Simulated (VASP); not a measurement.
# Ta (Im-3m) in VASP: a series of runs

The runs below take Ta through single point, with PBEsol, MS2.

Everything below comes from runs of VASP 6.6.1. Logs are shortened: lines on timing, memory, paths and dates and some standing lists are left out, and cuts for length are marked.

## (1) The crystal as given

Symmetry: Im-3m, No. 229, cubic system. The conventional cell has a = 3.303 Å, b = 3.303 Å, c = 3.303 Å, α = 90.00°, β = 90.00°, γ = 90.00°. Ta (site symmetry m-3m) is surrounded by 8 Ta at 2.86 Å.

## (2) Single point, PBEsol

run.py

```python
from ase.calculators.vasp import Vasp
from ase.dft.bandgap import bandgap
from ase.spacegroup import crystal

atoms = crystal(
    ['Ta'],
    basis=[[0.0, 0.0, 0.0]],
    spacegroup=229,
    setting=1,
    cellpar=[3.30256, 3.30256, 3.30256, 90.0, 90.0, 90.0],
    primitive_cell=True,
)
calc = Vasp(
    directory='calc',
    xc='pbesol',
    pp='PBE',
    setups='minimal',
    prec='Accurate',
    encut=500,
    ediff=1e-07,
    ismear=0,
    sigma=0.1,
    lreal=False,
    lasph=True,
    nelm=80,
    algo='Fast',
    isif=2,
    lwave=False,
    lcharg=True,
    lelf=True,
    lvhar=True,
    kpts=[11, 11, 11],
    gamma=True,
)
atoms.calc = calc

print('energy (eV):', atoms.get_potential_energy())
print('free energy (eV):', atoms.get_potential_energy(force_consistent=True))
print('forces (eV/A):')
print(atoms.get_forces())
print('stress (eV/A^3, Voigt):', atoms.get_stress())
print('Fermi level (eV):', calc.get_fermi_level())
gap, top, bottom = bandgap(calc)
print('band gap (eV):', gap, 'from (spin, k, band)', top, 'to', bottom)
```

Potentials or basis: VASP PAW PBE potentials, release 64 (Ta).

The run is started by

```console
$ python run.py
```

Standard output:

```text
energy (eV): -12.60715361
free energy (eV): -12.60914303
forces (eV/A):
[[0. 0. 0.]]
stress (eV/A^3, Voigt): [0.03759805 0.03759805 0.03759805 0.         0.         0.        ]
Fermi level (eV): 5.58307797
band gap (eV): 0.0 from (spin, k, band) (None, None, None) to (None, None, None)
```

OUTCAR:

```text
ENCUT = 500.000000
   EDIFF = 1.00e-07
   GGA = PS
   PREC = Accurate
   ISIF = 2
   ISMEAR = 0
   NELM = 80
   LASPH = .TRUE.
   LREAL = .FALSE.

 ion  position               nearest neighbor table
   1  0.000  0.000  0.000-

  LATTYP: Found a body centered cubic cell.
 ALAT       =     3.3025600000

  Lattice vectors:

 A1 = (  -1.6512800000,   1.6512800000,   1.6512800000)
 A2 = (   1.6512800000,  -1.6512800000,   1.6512800000)
 A3 = (   1.6512800000,   1.6512800000,  -1.6512800000)

Analysis of symmetry for initial positions (statically):
=====================================================================
 Subroutine PRICEL returns:
 Original cell was already a primitive cell.

 Routine SETGRP: Setting up the symmetry group for a
 body centered cubic supercell.

 Subroutine GETGRP returns: Found 48 space group operations
 (whereof 48 operations were pure point group operations)
 out of a pool of 48 trial point group operations.

The static configuration has the point symmetry O_h .

Analysis of symmetry for dynamics (positions and initial velocities):
=====================================================================
 Subroutine PRICEL returns:
 Original cell was already a primitive cell.

 Routine SETGRP: Setting up the symmetry group for a
 body centered cubic supercell.

 Subroutine GETGRP returns: Found 48 space group operations
 (whereof 48 operations were pure point group operations)
 out of a pool of 48 trial point group operations.

The dynamic configuration has the point symmetry O_h .

 Subroutine INISYM returns: Found 48 space group operations
[... 149 lines left out ...]
   IVDW    =     0    specifies the selected vdW correction
   LEPSILON=     F    determine dielectric tensor
   LRPA    =     F    only Hartree local field effects (RPA)
 non-spin polarized calculation
 RMM-DIIS sequential band-by-band and
 Gauss-broadening in eV      SIGMA  =   0.10
  energy-cutoff  :      500.00
  volume of cell :       18.01
 maximum number of plane-waves:       470
 NGX is ok and might be reduce to    24
   NGX = 11   NGY = 11   NGZ = 11

 number of electron       5.0000000 magnetization

 Free energy of the ion-electron system (eV)
  ---------------------------------------------------
  ext. energy  EPLUGINS =         0.00000000
  ---------------------------------------------------
  free energy    TOTEN  =       -12.60914303 eV

  energy without entropy =      -12.60516419  energy(sigma->0) =      -12.60715361

 E-fermi :   5.5831     XC(G=0): -12.4924

 val. band max:        5.5201763744   @ k =   0.1818   0.0000   0.0000
 cond. band min:       5.6230909179   @ k =   0.3636   0.1818   0.0909
 fundamental gap:      0.1029145434
 Fermi energy:         5.5830779666

 k-point     1 :       0.0000    0.0000    0.0000
  band No.  band energies     occupation
      1      -2.3298      2.00000
      2       6.3195      0.00000
      3       6.3195      0.00000
      4       6.3195      0.00000
      5       9.5883      0.00000
      6       9.5883      0.00000
[... 343 lines left out ...]
 k-point    40 :       0.2727    0.2727    0.1818
  band No.  band energies     occupation
      1       3.8843      2.00000
      2       4.5351      2.00000
      3       4.5351      2.00000
      4      10.6210      0.00000
      5      10.6210      0.00000
      6      12.9009      0.00000

 [... further k-points ...]

------------------------ aborting loop because EDIFF is reached ----------------------------------------

  FORCE on cell =-STRESS in cart. coord.  units (eV):
  Direction    XX          YY          ZZ          XY          YZ          ZX
  --------------------------------------------------------------------------------------
  -------------------------------------------------------------------------------------
  Total       -0.6771537     -0.6771537     -0.6771537     -0.0000000      0.0000000     -0.0000000
  in kB      -60.2387173    -60.2387173    -60.2387173     -0.0000000      0.0000000     -0.0000000
  external PRESSURE =     -60.2387173 kB  Pullay stress =       0.0000000 kB

 VOLUME and BASIS-vectors are now :
 -----------------------------------------------------------------------------
  energy-cutoff  :      500.00
  volume of cell :       18.01
      direct lattice vectors                 reciprocal lattice vectors
    -1.651280000  1.651280000  1.651280000     0.000000000  0.302795407  0.302795407
     1.651280000 -1.651280000  1.651280000     0.302795407  0.000000000  0.302795407
     1.651280000  1.651280000 -1.651280000     0.302795407  0.302795407  0.000000000

 POSITION                                       TOTAL-FORCE (eV/Angst)
 -----------------------------------------------------------------------------------
      0.00000      0.00000      0.00000         0.000000      0.000000      0.000000
 -----------------------------------------------------------------------------------
    total drift:                               -0.000000      0.000000      0.000000

  FREE ENERGIE OF THE ION-ELECTRON SYSTEM (eV)
  ---------------------------------------------------
  free  energy   TOTEN  =       -12.6091430302 eV

  energy  without entropy=      -12.6051641937  energy(sigma->0) =      -12.60715361
```

INCAR:

```text
ENCUT = 500.000000
SIGMA = 0.100000
EDIFF = 1.00e-07
ALGO = Fast
GGA = PS
PREC = Accurate
ISIF = 2
ISMEAR = 0
NELM = 80
LASPH = .TRUE.
LCHARG = .TRUE.
LELF = .TRUE.
LVHAR = .TRUE.
LWAVE = .FALSE.
LREAL = .FALSE.
```

Run time: 8.6 s. Hardware: 1 thread of AMD EPYC 9R45 (Zen 5), shared host; peak memory 0.11 GiB.

What came out:

- Free energy: -12.6091 eV
- Pressure: -6.0 GPa
- Band gap on the k mesh: none (metal or under the smearing width)

Caveat: the PAW data sets were made with another functional, which shifts forces and pressure a little. The run has no spin-orbit coupling, so splittings on Ta are missing.

## (3) Single point, MS2 (cell strained at random at fixed volume)

INCAR

```
PREC     = Accurate       # precision mode
ENCUT    = 500            # plane-wave cutoff, eV
EDIFF    = 1E-6           # SCF threshold, eV
ISMEAR   = 1              # smearing method
SIGMA    = 0.1            # smearing width, eV
LREAL    = F              # projectors in reciprocal space
LASPH    = T              # aspherical terms in the spheres
NELM     = 60             # most SCF steps
ALGO     = Normal         # electronic algorithm
ISIF     = 2              # what is computed and relaxed
LWAVE    = F              # write WAVECAR
LCHARG   = F              # write CHGCAR
METAGGA  = MS2            # meta-GGA
LMIXTAU  = T            
NBANDS   = 8              # bands
```

KPOINTS

```
Automatic mesh
0
Gamma
  11 11 11
```

POSCAR

```
Ta
1.0
   -1.5828090000      1.6304730000      1.6555420000
    1.5992260000     -1.6156800000      1.6571660000
    1.6675280000      1.7003990000     -1.6407490000
Ta
1
Direct
    0.0013350000      0.0133810000      0.0027810000
```

Potentials or basis: VASP PAW PBE potentials, release 64 (Ta).

The run is started by

```console
$ cat potpaw_PBE.64/Ta/POTCAR > POTCAR
$ mpirun -np 1 vasp_std > vasp.out
```

Run time: 5.3 min. Hardware: 1 thread of AMD EPYC 9R45 (Zen 5), shared host; peak memory 0.2 GiB.

The run converged. Its results:

- Free energy: 4.7763 eV
- Pressure: -6.3 GPa
- Band gap on the k mesh: none (metal or under the smearing width)

Stress tensor (GPa, compression positive):
```
-5.66 -3.91 -1.08
-3.91 -7.39 -0.68
-1.08 -0.68 -5.81
```

Levels at points of the mesh, in eV from the Fermi level:
```
           k point  band 1  band 2  band 3  band 4  band 5  band 6
(0.00, 0.00, 0.00)   -7.98    0.30    0.69    1.21    3.97    4.31
```

Caveat: the PAW data sets were made with another functional, which shifts forces and pressure a little. The run has no spin-orbit coupling, so splittings on Ta are missing.

## (4) For comparison

An earlier run on the cell as given: functional PBE; potentials or basis VASP PAW PBE potentials, release 64 (Ta_pv); cutoff 520 eV; k mesh 11 × 11 × 11; occupations fermi-dirac, width 0.05 eV; no spin polarisation.

- Pressure: 2.7 GPa
- Band gap on the k mesh: none (metal or under the smearing width)

## (5) Summary

| level | potentials or basis | cell | cutoff (eV) | smearing | gap on the mesh (eV) | pressure (GPa) |
| --- | --- | --- | --- | --- | --- | --- |
| PBEsol | VASP PAW PBE potentials, release 64 (Ta) | as given | 500 | gaussian 0.1 eV | none | -6.0 |
| MS2 | VASP PAW PBE potentials, release 64 (Ta) | cell strained at random at fixed volume | 500 | methfessel-paxton 0.1 eV | none | -6.3 |
| PBE | VASP PAW PBE potentials, release 64 (Ta_pv) | as given | 520 | fermi-dirac 0.05 eV | none | 2.7 |

Alike in all rows: task single point; no spin polarisation; k mesh 11 × 11 × 11.

Caveats: the PAW data sets were made with another functional, which shifts forces and pressure a little (some runs).

Absolute energies hang on the potentials; compare differences alone.
